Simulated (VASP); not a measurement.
Cs, 1 atom in the cell. Symmetry: I4/mmm, No. 139, tetragonal system. The conventional cell has a = 5.500 Å, b = 5.500 Å, c = 8.194 Å, α = 90.00°, β = 90.00°, γ = 90.00°. This isn't the form of Cs at room conditions, which is bcc.

```yaml
Program: VASP 6.6.1
Task: single point
Functional: PBE
Potentials_or_basis: VASP PAW PBE potentials, release 64 (Cs_sv)
Cutoff: 520 eV
k_mesh: 7 × 7 × 7
Occupations: gaussian, width 0.02 eV
Spin: no spin polarisation
Further_INCAR_settings: ALGO = Normal; EDIFF = 1e-07
```

Potentials or basis: VASP PAW PBE potentials, release 64 (Cs_sv).

Run with:

```sh
$ cat potpaw_PBE.64/Cs_sv/POTCAR > POTCAR
$ mpirun -np 1 vasp_std > vasp.out
```

Hardware: 1 thread of Intel(R) Xeon(R) Platinum 8488C (Sapphire Rapids), with other jobs on the host.

How long does it take, and how much memory?

It took 26 s on 1 thread of Intel(R) Xeon(R) Platinum 8488C (Sapphire Rapids) (shared host), peak memory 0.25 GiB. Counts: scf iterations 12, k points 40.
